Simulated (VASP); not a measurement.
Set up this calculation in VASP 6.6.1, as the native input.

```
Task                   : single point
Functional             : r2SCAN
Potentials or basis    : VASP PAW PBE potentials, release 64 (Sr_sv, Cl)
Cutoff                 : 520 eV
k mesh                 : 6 × 6 × 6
Occupations            : gaussian, width 0.01 eV
Spin                   : no spin polarisation
Dipole correction      : no
Further INCAR settings : ALGO = Normal; EDIFF = 1e-07; NBANDS = 19
```

SrCl2:

```
CELL_PARAMETERS angstrom
4.24330 0.00000 0.00000
-2.12165 3.67480 0.00000
0.00000 0.00000 5.59607
ATOMIC_POSITIONS crystal
Sr 0.00000 0.00000 0.00000
Cl 0.33333 0.66667 0.26216
Cl 0.66667 0.33333 0.73784
```

The cell was built by a generator and needn't be a form met in nature.

The cell isn't the ideal one: biaxial_xy strain -3.7%.

One way to write it, as run:

POSCAR

```
SrCl2
1.0
    4.2432992462      0.0000000000      0.0000000000
   -2.1216496231      3.6748049431      0.0000000000
    0.0000000000      0.0000000000      5.5960650195
Sr Cl
1 2
Direct
    0.0000000000      0.0000000000      0.0000000000
    0.3333333333      0.6666666667      0.2621599771
    0.6666666667      0.3333333333      0.7378400229
```

INCAR.step1

```
  ALGO = Normal
  EDIFF = 1E-4
  ENCUT = 520
  GGA = PE
  ISMEAR = 0
  LASPH = True
  LCHARG = False
  LREAL = False
  LWAVE = True
  NBANDS = 19
  NELM = 100
  PREC = Accurate
  SIGMA = 0.01
```

INCAR.step2

```
  ALGO = Normal
  EDIFF = 1E-7
  ENCUT = 520
  ISIF = 2
  ISMEAR = 0
  ISTART = 1
  LASPH = True
  LCHARG = False
  LMIXTAU = True
  LREAL = False
  LWAVE = False
  METAGGA = R2SCAN
  NBANDS = 19
  NELM = 100
  PREC = Accurate
  SIGMA = 0.01
```

KPOINTS

```
k-points
0
Gamma
  6 6 6
```

Potentials or basis: VASP PAW PBE potentials, release 64 (Sr_sv, Cl).

Command:

```console
$ cat potpaw_PBE.64/Sr_sv/POTCAR potpaw_PBE.64/Cl/POTCAR > POTCAR
$ cp INCAR.step1 INCAR
$ mpirun -np 1 vasp_std > vasp.out
$ cp INCAR.step2 INCAR
$ mpirun -np 1 vasp_std > vasp.out
```

It gave:

* Pressure: 2.8 GPa
* Largest force: 0.014 eV/Å
* Band gap on the k mesh: 5.77 eV, indirect (least direct gap 6.08 eV)

Caveat: the PAW data sets were made with another functional, which shifts forces and pressure a little.

Run time: 2.4 min on 1 thread of Intel(R) Xeon(R) Platinum 8375C CPU @ 2.90GHz (Ice Lake), on a shared host, peak memory 0.24 GiB.
